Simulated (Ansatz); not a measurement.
# PbO2: the cost of one run

Program: Ansatz 0.2.0. Level of theory: DFT PBEsol, scalar-relativistic, plane waves, PAW. These are calculated values, not measurements.

1 further run of the same task is left out (it didn't finish).

**1. The starting structure**

It takes space group P4_2/mnm (No. 136, tetragonal). The conventional cell has a = 4.958 Å, b = 4.958 Å, c = 3.388 Å, α = 90.00°, β = 90.00°, γ = 90.00°. Around Pb (site symmetry mmm) lie 6 O at 2.15 to 2.17 Å. Around O (site symmetry m2m) lie 3 Pb at 2.15 to 2.17 Å.

Structure file:

```xyz
6
Lattice="4.9578 0.0000 0.0000 0.0000 4.9578 0.0000 0.0000 0.0000 3.3878" Properties=species:S:1:pos:R:3 pbc="T T T"
Pb    0.0000    0.0000    0.0000
Pb    2.4789    2.4789    1.6939
O     1.5206    1.5206    0.0000
O     0.9583    3.9995    1.6939
O     3.4372    3.4372    0.0000
O     3.9995    0.9583    1.6939
```

Source of the structure: the Crystallography Open Database.

(A quick probe on a coarse mesh, which set the mesh and smearing, is not shown.)

**3. Full relaxation**

input.yaml

```yaml
crystal:
  lattice:
    - [4.9578, 0.0, 0.0]
    - [0.0, 4.9578, 0.0]
    - [0.0, 0.0, 3.3878]
  atoms:
    - { symbol: Pb, position: [0.0, 0.0, 0.0] }
    - { symbol: Pb, position: [0.5, 0.5, 0.5] }
    - { symbol: O, position: [0.3067, 0.3067, 0.0] }
    - { symbol: O, position: [0.1933, 0.8067, 0.5] }
    - { symbol: O, position: [0.6933, 0.6933, 0.0] }
    - { symbol: O, position: [0.8067, 0.1933, 0.5] }
basis:
  ecutwfc: 420
kpoints:
  mp_grid: { grid: [8, 8, 10] }
hamiltonian:
  xc: pbesol
scf:
  occupations: { method: gaussian, width: 0.01 }
output:
  forces: true
  stress: true
  eigenvalues: true
relax:
  adjacent_minimum: "off"
  f_tol: 0.005
  max_steps: 80
  cell: { stress_tol: 0.05 }
```

Launch:

```console
> ansatz run input.yaml --threads 1 --pin off --max-ram 2560MiB --backend cpu --events-out ev --progress --plain --runs-dir out
```

What time and memory should one allow on 1 thread of Arm Neoverse V1, shared host?

About 2.1 min, with a peak of 0.47 GiB.
